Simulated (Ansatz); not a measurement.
Input and command of a plane-wave DFT calculation in Ansatz:

```yaml
crystal:
  lattice:
    - [3.389096719, 0.0, 0.0]
    - [0.0, 3.389096719, 0.0]
    - [0.0, 0.0, 5.903813311]
  atoms:
    - { symbol: Zr, position: [0.0, 0.0, 0.0] }
    - { symbol: Zr, position: [0.5, 0.5, 0.5] }
    - { symbol: O, position: [0.0, 0.5, 0.1967750457] }
    - { symbol: O, position: [0.0, 0.5, 0.6967750457] }
    - { symbol: O, position: [0.5, 0.0, 0.3032249543] }
    - { symbol: O, position: [0.5, 0.0, 0.8032249543] }
basis:
  ecutwfc: 500
kpoints:
  mp_grid: { grid: [8, 8, 6] }
hamiltonian:
  xc: r2scan
scf:
  occupations: { method: gaussian, width: 0.05 }
output:
  forces: true
  stress: true
  eigenvalues: true
```

```bash
ansatz run input.yaml --threads 1 --pin off --max-ram 2560MiB --backend cpu --events-out ev --progress --plain --runs-dir out
```

Processor: Intel(R) Xeon(R) Processor @ 2.50GHz (Skylake/Cascade Lake), 1 thread, on a host shared with other jobs.

**Question.** How long does it run, and how much memory does it take?

**Answer.** About 32 s on 1 thread of Intel(R) Xeon(R) Processor @ 2.50GHz (Skylake/Cascade Lake), with other jobs on the host, peak memory 0.54 GiB. It solves 30 bands at 60 k points (the mesh reduced by symmetry) with about 1749 plane waves, in 7 SCF iterations.
